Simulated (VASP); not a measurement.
A run of VASP 6.6.1:

INCAR

```
ALGO     = Normal         # electronic algorithm
DIPOL    = 0.5 0.5 0.500
EDIFF    = 1E-6           # SCF threshold, eV
EDIFFG   = -0.01          # ionic threshold
ENCUT    = 520            # plane-wave cutoff, eV
GGA      = PS             # functional
IBRION   = 2              # ionic algorithm
IDIPOL   = 3            
ISIF     = 2              # what is computed and relaxed
ISMEAR   = 0              # smearing method
LASPH    = True           # aspherical terms in the spheres
LCHARG   = False          # write CHGCAR
LDIPOL   = True         
LREAL    = False          # projectors in reciprocal space
LWAVE    = False          # write WAVECAR
NELM     = 100            # most SCF steps
NSW      = 40             # ionic steps
PREC     = Accurate       # precision mode
SIGMA    = 0.05           # smearing width, eV
```

Contents of KPOINTS:

```
k-points
0
Gamma
  10 10 1
```

The input POSCAR:

```
TaN
1.0
    2.9379988584      0.0000000000      0.0000000000
   -1.4689994292      2.5443816477      0.0000000000
    0.0000000000      0.0000000000     25.0905000000
Ta N
4 4
Selective dynamics
Direct
    0.3333333333      0.6666666666      0.2989179171  F F F
    0.3333333333      0.6666666666      0.4138219645  F F F
    0.3333333333      0.6666666666      0.5287260118  T T T
    0.3333333333      0.6666666666      0.6436300592  T T T
    0.0000000000      0.0000000000      0.3563699408  F F F
    0.0000000000      0.0000000000      0.4712739882  F F F
    0.0000000000      0.0000000000      0.5861780355  T T T
    0.0000000000      0.0000000000      0.7010820829  T T T
```

Potentials or basis: VASP PAW PBE potentials, release 64 (Ta_pv, N).

The run is started by

```bash
$ cat potpaw_PBE.64/Ta_pv/POTCAR potpaw_PBE.64/N/POTCAR > POTCAR
$ mpirun -np 1 vasp_std > vasp.out
```

Hardware: 1 thread of Intel(R) Xeon(R) 6975P-C (Granite Rapids), with other jobs on the host.

**Question.** Estimate the wall time of this run.

**Answer.** It took 19 min on 1 thread of Intel(R) Xeon(R) 6975P-C (Granite Rapids) (shared host), peak memory 0.37 GiB. Counts: scf iterations 249, k points 14, ion steps 23.
